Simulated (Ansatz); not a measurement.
**CuO (Tenorite) under changes of volume**

One of the cells (10.135 Å³/atom); the others are scaled copies at fixed shape and fractional positions:

```xyz
4
Lattice="2.3418 -1.7113 0.0000 2.3418 1.7113 0.0000 -0.8500 0.0000 5.0579" Properties=species:S:1:pos:R:3 pbc="T T T"
Cu    0.7459   -0.8557    2.5289
Cu    1.1709    0.8557    0.0000
O     1.7043    0.2793    3.7934
O     2.1293   -0.2793    1.2645
```

```yaml
Program: Ansatz 0.2.0
Functional: BLYP
Dispersion: D3(BJ)
Potentials_or_basis: Ansatz PAW
Cutoff: "420 eV (not typed: the program's choice for these potentials)"
k_mesh: 10 × 10 × 5
Occupations: fermi-dirac, width 0.05 eV
Spin: no spin polarisation
```

```tsv
volume (Å³/atom)	energy over the lowest point (meV/atom)	pressure (GPa)	largest force (eV/Å)
9.527	35.05	15.7	0.015
9.730	18.28	10.9	0.093
9.932	?	?	?
10.135	1.35	2.8	0.231
10.338	0.00	-0.6	0.291
10.540	2.76	-3.7	0.346
10.743	9.17	-6.4	0.396
```

Task: What does the run at 9.932 Å³/atom give?

Result: Energy over the lowest point 7.26 meV/atom; pressure 6.6 GPa; largest force 0.165 eV/Å.

Worked out: A Birch-Murnaghan fit of order 3 (a polynomial in V^(-2/3)) to the other rows has its minimum at 10.30 Å³/atom with B0 = V·E''(V) = 168 GPa and B' = 4.6 at fixed shape and positions, which overstates the stiffness. It gives 7.28 meV/atom at 9.932 Å³/atom, against the run's 7.26, and -dE/dV = 6.6 GPa, against 6.6.

Energies are extrapolated to zero smearing.

Caveats: the run has no spin polarisation, though such a crystal can be magnetic; pairwise dispersion overbinds metals, which lowers pressure and volume; the PAW data sets come from PBE, with cores solved anew for the run's functional, which leaves a small shift of forces and pressure.
